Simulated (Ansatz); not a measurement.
Runs of Ansatz 0.2.0 on P. Symmetry: Imma, No. 74, orthorhombic system. Conventional cell: a = 3.383 Å, b = 5.030 Å, c = 3.718 Å, α = 90.00°, β = 90.00°, γ = 90.00°. P (site symmetry mm2) is surrounded by 4 P at 2.24 to 2.55 Å. This isn't the form of P at room conditions, which is orthorhombic.

```csv
level,cell,k mesh,smearing,screening (1/Å),share of exact exchange,mesh quality,gap on the mesh (eV),pressure (GPa),largest force (eV/Å)
HSE06 form with a typed share of exact exchange,as given,6 × 6 × 6,fermi-dirac 0.05 eV,0.1,0.25,coarse,none,(c),(b)
HSE06 form with a typed share of exact exchange,as given,6 × 6 × 6,fermi-dirac 0.05 eV,0.3,0.25,coarse,none,0.2,0.02
HSE06 form with a typed share of exact exchange,as given,6 × 6 × 6,fermi-dirac 0.05 eV,0.15,0.25,coarse,none,(a),0.05
RPBE,"another cell of the same crystal, with 2 atoms",11 × 11 × 11,gaussian 0.1 eV,-,-,not flagged,none,4.4,0.41
HSE06 form with a typed share of exact exchange,as given,6 × 6 × 6,fermi-dirac 0.05 eV,0.6,0.25,coarse,none,1.3,0.11
```

Alike in all rows: task single point; potentials or basis Ansatz PAW; no spin polarisation; cutoff (eV) 420.

Task: Estimate the missing entries.

Result: (a) -0.3; (b) 0.07; (c) -0.5.

Caveats: some runs use coarse meshes; the PAW data sets come from PBE, with cores solved anew for the run's functional, which leaves a small shift of forces and pressure; the thresholds are loose for stress (some runs).

A gap of «none» marks a metal or a gap under the smearing width.
